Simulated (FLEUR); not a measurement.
# CuO (P4/mmm) in FLEUR: notebook, part 2 of 2

FLEUR MaX-R8.1 (later development tree). The steps go on from the part before.

## 3. Equation of state, r2SCAN, 10.54 Å³/atom (volume scaled by 0.94)

Changes to inp.xml since step 2:

```diff
@@ -6,3 +6,3 @@
    <calculationSetup>
-      <cutoffs Kmax="5.08" Gmax="15.7" GmaxXC="15.7" numbands="0"/>
+      <cutoffs Kmax="5.24" Gmax="16.2" GmaxXC="16.2" numbands="0"/>
       <scfLoop itmax="80" minDistance="0.0001" maxIterBroyd="30" imix="Anderson" alpha="0.05" precondParam="0.0" spinf="2.0" sdNocoIR="T"/>
@@ -27,3 +27,3 @@
       <xi:include xmlns:xi="http://www.w3.org/2001/XInclude" href="sym.xml"> </xi:include>
-      <bulkLattice scale="1.0">
+      <bulkLattice scale="0.9795861087">
          <bravaisMatrix>
@@ -37,3 +37,3 @@
       <species name="Copper (Cu)" element="Cu" atomicNumber="29">
-         <mtSphere radius="1.93" gridPoints="639" logIncrement="0.019"/>
+         <mtSphere radius="1.87" gridPoints="639" logIncrement="0.019"/>
          <atomicCutoffs lmax="8" lnonsphr="8"/>
@@ -52,3 +52,3 @@
       <species name="Oxygen (O)" element="O" atomicNumber="8">
-         <mtSphere radius="1.47" gridPoints="487" logIncrement="0.022"/>
+         <mtSphere radius="1.43" gridPoints="487" logIncrement="0.022"/>
          <atomicCutoffs lmax="8" lnonsphr="8"/>
```

Potentials or basis: all-electron, FLAPW.

The run is started by

```sh
> inpgen -f crystal.txt -profile fastHighL
> # inp.xml edited to the form shown
> fleur_MPI
```

Wall time 11 min (1 thread of Intel Xeon at 2.70GHz, shared host); peak memory 0.16 GiB.

Results (log left out):

- Free energy: -141262.6932 eV
- Band gap on the k mesh: none (metal or under the smearing width)
- Valence electrons inside the program's atomic spheres: Cu 17.02, 16.98; O 4.63, 4.58 (radii Cu 1.87, O 1.43 bohr)

Caveat: the meta-GGA is that of a development version, with a GGA for the radial functions and cores and without core tails; an odd number of electrons without spin polarisation forces a metal; a magnetic or distorted state may lie lower; the run has no spin polarisation, though such a crystal can be magnetic; semilocal functionals often make such compounds metallic where correlation or magnetic order opens a gap, which also shifts bond lengths.

## 4. Equation of state, r2SCAN, 10.77 Å³/atom (volume scaled by 0.96)

Changes to inp.xml since step 3:

```diff
@@ -27,3 +27,3 @@
       <xi:include xmlns:xi="http://www.w3.org/2001/XInclude" href="sym.xml"> </xi:include>
-      <bulkLattice scale="0.9795861087">
+      <bulkLattice scale="0.9864848297">
          <bravaisMatrix>
```

The run is started by

```sh
> inpgen -f crystal.txt -profile fastHighL
> # inp.xml edited to the form shown
> fleur_MPI
```

Run time: 12 min. Hardware: 1 thread of Intel Xeon at 2.70GHz, shared host; peak memory 0.17 GiB.

The run converged. Its results:

| Property | Result |
| --- | --- |
| Free energy | -141262.7216 eV |
| Band gap on the k mesh | none (metal or under the smearing width) |
| Valence electrons inside the program's atomic spheres | Cu 17.01, 16.96; O 4.62, 4.57 (radii Cu 1.87, O 1.43 bohr) |

Caveat: the meta-GGA is that of a development version, with a GGA for the radial functions and cores and without core tails; an odd number of electrons without spin polarisation forces a metal; a magnetic or distorted state may lie lower; the run has no spin polarisation, though such a crystal can be magnetic; semilocal functionals often make such compounds metallic where correlation or magnetic order opens a gap, which also shifts bond lengths.

## 5. Equation of state, r2SCAN, 11.22 Å³/atom

Changes to inp.xml since step 4:

```diff
@@ -27,3 +27,3 @@
       <xi:include xmlns:xi="http://www.w3.org/2001/XInclude" href="sym.xml"> </xi:include>
-      <bulkLattice scale="0.9864848297">
+      <bulkLattice scale="1.0000000000">
          <bravaisMatrix>
```

The run is started by

```sh
> inpgen -f crystal.txt -profile fastHighL
> # inp.xml edited to the form shown
> fleur_MPI
```

Run time: 13 min. Hardware: 1 thread of Intel Xeon at 2.70GHz, shared host; peak memory 0.18 GiB.

Results (log left out):

```
Free energy                                           : -141262.6907 eV
Band gap on the k mesh                                : none (metal or under the smearing width)
Valence electrons inside the program's atomic spheres : Cu 16.99, 16.94; O 4.60, 4.55 (radii Cu 1.87, O 1.43 bohr)
```

Caveat: the meta-GGA is that of a development version, with a GGA for the radial functions and cores and without core tails; an odd number of electrons without spin polarisation forces a metal; a magnetic or distorted state may lie lower; the run has no spin polarisation, though such a crystal can be magnetic; semilocal functionals often make such compounds metallic where correlation or magnetic order opens a gap, which also shifts bond lengths.

## 6. Equation of state, r2SCAN, 11.67 Å³/atom (volume scaled by 1.04)

Changes to inp.xml since step 5:

```diff
@@ -27,3 +27,3 @@
       <xi:include xmlns:xi="http://www.w3.org/2001/XInclude" href="sym.xml"> </xi:include>
-      <bulkLattice scale="1.0000000000">
+      <bulkLattice scale="1.0131594038">
          <bravaisMatrix>
```

Potentials or basis: all-electron, FLAPW.

The run is started by

```sh
> inpgen -f crystal.txt -profile fastHighL
> # inp.xml edited to the form shown
> fleur_MPI
```

Wall time 13 min (1 thread of Intel Xeon at 2.70GHz, shared host); peak memory 0.18 GiB.

It converged, with:

- Free energy: -141262.5656 eV
- Band gap on the k mesh: none (metal or under the smearing width)
- Valence electrons inside the program's atomic spheres: Cu 16.97, 16.92; O 4.58, 4.53 (radii Cu 1.87, O 1.43 bohr)

Caveat: the meta-GGA is that of a development version, with a GGA for the radial functions and cores and without core tails; an odd number of electrons without spin polarisation forces a metal; a magnetic or distorted state may lie lower; the run has no spin polarisation, though such a crystal can be magnetic; semilocal functionals often make such compounds metallic where correlation or magnetic order opens a gap, which also shifts bond lengths.

## 7. Equation of state, r2SCAN, 11.89 Å³/atom (volume scaled by 1.06)

Changes to inp.xml since step 6:

```diff
@@ -27,3 +27,3 @@
       <xi:include xmlns:xi="http://www.w3.org/2001/XInclude" href="sym.xml"> </xi:include>
-      <bulkLattice scale="1.0131594038">
+      <bulkLattice scale="1.0196128224">
          <bravaisMatrix>
```

The run is started by

```sh
> inpgen -f crystal.txt -profile fastHighL
> # inp.xml edited to the form shown
> fleur_MPI
```

Wall time 15 min (1 thread of Intel Xeon at 2.70GHz, shared host); peak memory 0.18 GiB.

Results (log left out):

| Property | Result |
| --- | --- |
| Free energy | -141262.4688 eV |
| Band gap on the k mesh | none (metal or under the smearing width) |
| Valence electrons inside the program's atomic spheres | Cu 16.96, 16.91; O 4.57, 4.53 (radii Cu 1.87, O 1.43 bohr) |

Caveat: the meta-GGA is that of a development version, with a GGA for the radial functions and cores and without core tails; an odd number of electrons without spin polarisation forces a metal; a magnetic or distorted state may lie lower; the run has no spin polarisation, though such a crystal can be magnetic; semilocal functionals often make such compounds metallic where correlation or magnetic order opens a gap, which also shifts bond lengths.

## 8. Equation of state, r2SCAN

No new run: the results of the series are fitted here.

Results:

| Property | Result |
| --- | --- |
| Equilibrium volume | 10.87 Å³/atom |
| Bulk modulus at fixed shape and positions | 159 GPa |

Energy against volume, from the lowest point:
```
volume (Å³/atom)  energy (meV/atom)
          10.545               4.73
          10.769               0.00
          11.218               5.14
          11.667              26.00
          11.891              42.14
```

Caveat: the meta-GGA is that of a development version, with a GGA for the radial functions and cores and without core tails; the cell was scaled at fixed shape and fractional positions, which overstates the stiffness of a crystal with free parameters, most of all of layers and chains; the run has no spin polarisation, though such a crystal can be magnetic.
